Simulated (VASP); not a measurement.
Here is a VASP 6.6.1 calculation.

The input INCAR:

```
SYSTEM = Se
PREC     = Accurate       ! precision mode
ENCUT    = 350            ! plane-wave cutoff, eV
EDIFF    = 1E-7           ! SCF threshold, eV
ISMEAR   = 0              ! smearing method
SIGMA    = 0.1            ! smearing width, eV
LREAL    = .FALSE.        ! projectors in reciprocal space
LASPH    = .TRUE.         ! aspherical terms in the spheres
NELM     = 100            ! most SCF steps
ALGO     = Fast           ! electronic algorithm
ISIF     = 3              ! what is computed and relaxed
LWAVE    = .FALSE.        ! write WAVECAR
LCHARG   = .FALSE.        ! write CHGCAR
GGA      = PS             ! functional
IBRION   = 2              ! ionic algorithm
NSW      = 80             ! ionic steps
EDIFFG   = -0.002         ! ionic threshold
PSTRESS  = 1875.0
```

The input KPOINTS:

```
Automatic mesh
0
G
  21 21 21
  0 0 0
```

The input POSCAR:

```
Se                                      
1.0
    1.9546874559      1.1285393782      0.8969634162
   -1.9546874559      1.1285393782      0.8969634162
    0.0000000000     -2.2570787564      0.8969634162
  Se            
     1
Direct
     0.0000000000000000    0.0000000000000000    0.0000000000000000
```

Potentials or basis: VASP PAW PBE potentials, release 64 (Se).

Launch:

```console
$ cat potpaw_PBE.64/Se/POTCAR > POTCAR
$ mpirun -np 1 vasp_std > vasp.out
```

Task: Estimate the relaxed cell.

Result: a = 2.403 Å, b = 2.403 Å, c = 2.403 Å, α = 109.47°, β = 109.47°, γ = 109.47°.

Task: Estimate the band gap on the k mesh.

Result: None (metal or under the smearing width).

Task: Predict the space group after relaxing (to 0.05 Å).

Result: Im-3m (No. 229).

The path:
| step | energy change (eV) | largest force (eV/Å) | pressure (GPa) | volume (Å³) |
| --- | --- | --- | --- | --- |
| 1 | 0.0000 | 0.0000 | 124.99 | 11.87 |
| 2 | 21.1477 | 0.0000 | 1647.39 | 5.56 |
| 3 | 0.7812 | 0.0000 | 169.82 | 11.02 |
| 4 | 0.9525 | 0.0000 | 179.68 | 10.86 |
| 5 | 1.0890 | 0.0000 | 187.54 | 10.74 |
| 6 | 1.0634 | 0.0000 | 186.08 | 10.76 |
| 7 | 1.0729 | 0.0000 | 186.19 | 10.75 |
| 8 | 1.1151 | 0.0000 | 187.64 | 10.71 |
| 9 | 1.2654 | 0.0000 | 195.94 | 10.57 |
| 10 | 1.1471 | 0.0000 | 189.12 | 10.67 |
| 11 | 1.1956 | 0.0000 | 191.55 | 10.63 |
| 12 | 1.1866 | 0.0000 | 191.03 | 10.63 |
| 13 | 1.0547 | 0.0000 | 183.50 | 10.75 |
| 14 | 1.1347 | 0.0000 | 188.03 | 10.68 |
| 15 | 1.1282 | 0.0000 | 187.65 | 10.68 |
| 16 | 1.1259 | 0.0000 | 187.52 | 10.68 |
| 17 | 1.1267 | 0.0000 | 187.56 | 10.68 |
| 18 | 1.1247 | 0.0000 | 187.45 | 10.69 |
| 19 | 1.1256 | 0.0000 | 187.49 | 10.68 |

Caveat: the cell is relaxed towards a set pressure, so the enthalpy falls and the energy may rise; the PAW data sets were made with another functional, which shifts forces and pressure a little.
